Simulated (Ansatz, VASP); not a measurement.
**Two plane-wave programs on MgTe**

File INCAR:

```
PREC = Accurate ; ENCUT = 520
EDIFF = 1E-7 ; ISMEAR = 0
SIGMA = 0.1 ; LREAL = False
LASPH = True ; NELM = 100
ALGO = Normal ; ISIF = 2
LWAVE = False ; LCHARG = False
GGA = CA ; NBANDS = 16
```

KPOINTS

```
Automatic mesh
0
Gamma
  6 6 4
```

File POSCAR:

```
MgTe
1.0
    4.5400020208      0.0000000000      0.0000000000
   -2.2700010104      3.9317570832      0.0000000000
    0.0000000000      0.0000000000      7.3950000000
Mg Te
2 2
Direct
    0.3333333333      0.6666666667      0.0000000000
    0.6666666667      0.3333333333      0.5000000000
    0.3333333333      0.6666666667      0.3700000000
    0.6666666667      0.3333333333      0.8700000000
```

Input for Ansatz:

```yaml
crystal:
  lattice:
    - [4.5400020208, 0.0, 0.0]
    - [-2.2700010104, 3.9317570832, 0.0]
    - [0.0, 0.0, 7.395]
  atoms:
    - { symbol: Mg, position: [0.3333333333, 0.6666666667, 0.0] }
    - { symbol: Mg, position: [0.6666666667, 0.3333333333, 0.5] }
    - { symbol: Te, position: [0.3333333333, 0.6666666667, 0.37] }
    - { symbol: Te, position: [0.6666666667, 0.3333333333, 0.87] }
basis:
  ecutwfc: 420
kpoints:
  mp_grid: { grid: [6, 6, 4] }
hamiltonian:
  xc: lda
scf:
  occupations: { method: gaussian, width: 0.1 }
output:
  forces: true
  stress: true
  eigenvalues: true
```

Alike in both runs: task single point; functional LDA; k mesh 6 × 6 × 4; occupations gaussian, width 0.1 eV; no spin polarisation.

```csv
,VASP,Ansatz
version,VASP 6.6.1,Ansatz 0.2.0
potentials or method,"VASP PAW LDA potentials, release 64 (Mg, Te)","scalar-relativistic, plane waves, PAW"
plane-wave cutoff (eV),520,420
valence electrons in the cell,16,52
```

|  | VASP | Ansatz | Ansatz less VASP |
| --- | --- | --- | --- |
| gap on the k mesh at the Fermi level (eV) | 2.32 | 2.30 | -0.023 |
| least direct gap on the mesh (eV) | 2.32 | 2.30 | -0.023 |
| pressure (GPa) | -0.8 | -0.8 | +0.04 |
| largest component of the traceless stress (GPa) | 0.69 | 0.68 | -0.006 |
| rms of the force components (eV/Å) | 0.120 | 0.118 | -0.0021 |

Atom by atom the forces differ by 0.002 eV/Å (rms over components). The two sets of potentials don't hold the same shells in valence.

Caveats: spin-orbit coupling is left out, which moves the levels of the heavy elements. As with any semilocal functional, this LDA gap is likely too small.
